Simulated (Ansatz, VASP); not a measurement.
Ge in VASP and in Ansatz

```
Ge
1.0
     0.00000    2.80992    2.80992
     2.80992    0.00000    2.80992
     2.80992    2.80992    0.00000
Ge
2
Direct
  0.75000 0.75000 0.75000
  0.50000 0.50000 0.50000
```

Change from the starting cell: volume scaled by 0.98.

Alike in both runs: task single point; functional PBEsol; k mesh 8 × 8 × 8; occupations fermi-dirac, width 0.05 eV; no spin polarisation.

```csv
,VASP,Ansatz
version,VASP 6.6.1,Ansatz 0.2.0
potentials or method,"VASP PAW PBE potentials, release 64 (Ge_d)",Ansatz PAW
plane-wave cutoff (eV),520,420
valence electrons in the cell,28,28
```

```csv
,VASP,Ansatz,Ansatz less VASP
gap on the k mesh at the Fermi level (eV),0.18,0.17,-0.012
least direct gap on the mesh (eV),0.18,0.17,-0.012
pressure (GPa),2.0,2.1,+0.10
```

Caveats: the PAW data sets were made with another functional, which shifts forces and pressure a little (VASP); the PAW data sets come from PBE, with cores solved anew for the run's functional, which leaves a small shift of forces and pressure (Ansatz). A k mesh can miss the band edges.
